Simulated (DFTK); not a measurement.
**Pt under changes of volume**

One of the cells (15.080 Å³/atom); the others are scaled copies at fixed shape and fractional positions:

```
Pt
1.0
     0.00000    1.96090    1.96090
     1.96090    0.00000    1.96090
     1.96090    1.96090    0.00000
Pt
1
Direct
  0.00000 0.00000 0.00000
```

```yaml
Program: DFTK 0.8.2
Functional: LDA
Potentials_or_basis: cp2k.nc.sr.lda.v0_1.semicore.gth (LDA, GTH)
Cutoff: 1660 eV
k_mesh: 8 × 8 × 8
Occupations: fermi-dirac, width 0.05 eV
Spin: no spin polarisation
```

```csv
volume (Å³/atom),energy over the lowest point (meV/atom),pressure (GPa)
14.175,27.61,14.2
14.477,6.84,6.4
14.778,0.00,-0.5
15.080,5.31,-6.5
15.381,21.35,-11.8
15.683,46.76,-16.5
15.985,?,?
```

**Question.** What does the run at 15.985 Å³/atom give?

**Answer.** Energy over the lowest point 80.42 meV/atom; pressure -20.5 GPa.

Worked out: A Birch-Murnaghan fit of order 3 (a polynomial in V^(-2/3)) to the other rows has its minimum at 14.79 Å³/atom with B0 = V·E''(V) = 316 GPa and B' = 5.4. It gives 80.44 meV/atom at 15.985 Å³/atom, against the run's 80.42, and -dE/dV = -19.9 GPa, against -20.5.

Energies are extrapolated to zero smearing.

Caveats: GTH potentials come without recommended cutoffs, and this one wasn't checked for convergence.
